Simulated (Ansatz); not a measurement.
Starting structure of a cell relaxation (symmetry kept):

```xyz
6
Lattice="0.0000 3.7777 3.7777 3.7777 0.0000 3.7777 3.7777 3.7777 0.0000" Properties=species:S:1:pos:R:3 pbc="T T T"
Sc    3.7777    3.7777    3.7777
Sc    5.6665    5.6665    5.6665
Al    0.9444    0.9444    0.9444
Al    0.9444    2.8332    2.8332
Al    2.8332    0.9444    2.8332
Al    2.8332    2.8332    0.9444
```

The calculation used DFT r2SCAN, scalar-relativistic, plane waves, PAW (Ansatz 0.2.0).

Settings: cutoff 500 eV, Γ-centred mesh 8×8×8 on the computed 6-atom cell, Gaussian smearing of 0.10 eV; no spin polarisation.

Problem. What does it relax to?

Solution. The volume stays the same within 0.01 Å³/atom to 17.97 Å³/atom, and the energy changes by under 0.1 meV/atom. Final structure:
```
Sc Al
1.0
     0.00000    3.77765    3.77765
     3.77765    0.00000    3.77765
     3.77765    3.77765    0.00000
Sc Al
2 4
Direct
  0.50000 0.50000 0.50000
  0.75000 0.75000 0.75000
  0.12500 0.12500 0.12500
  0.62500 0.12500 0.12500
  0.12500 0.62500 0.12500
  0.12500 0.12500 0.62500
```